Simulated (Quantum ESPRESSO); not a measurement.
AgBr in Quantum ESPRESSO: the effect of functional

Crystal: AgBr.

```xyz
2
Lattice="0.0000 2.8702 2.8702 2.8702 0.0000 2.8702 2.8702 2.8702 0.0000" Properties=species:S:1:pos:R:3 pbc="T T T"
Ag    0.0000    0.0000    0.0000
Br    2.8702    2.8702    2.8702
```

Alike in all runs:

```yaml
Program: Quantum ESPRESSO 7.5
Task: dielectric tensor
Cutoff: 762 eV
Density_cutoff: 6095 eV
k_mesh: 6 × 6 × 6, shifted
Occupations: fermi-dirac, width 0.05 eV
Spin: no spin polarisation
```

Problem. One run gave: pressure 2.2 GPa; dielectric constant 6.10 mean. Which functional did it use?
A. PBEsol
B. AM05
C. BLYP
D. LDA
E. PBE

Solution. E.

```csv
functional,potentials or basis,pressure (GPa),dielectric constant (mean)
LDA,GBRV 1.5 LDA,-4.4,6.57
PBE,GBRV 1.5 PBE,2.2,6.10
PBEsol,GBRV 1.5 PBEsol,-1.8,6.37
WC,GBRV 1.5 PBE,-1.8,6.41
BLYP,GBRV 1.5 PBE,6.1,5.94
AM05,GBRV 1.5 PBE,-0.9,6.30
```

Caveats: the potentials were made for another functional, which shifts forces and pressure (some runs); the cell is more than 3 GPa from zero pressure, which shifts response properties (some runs).
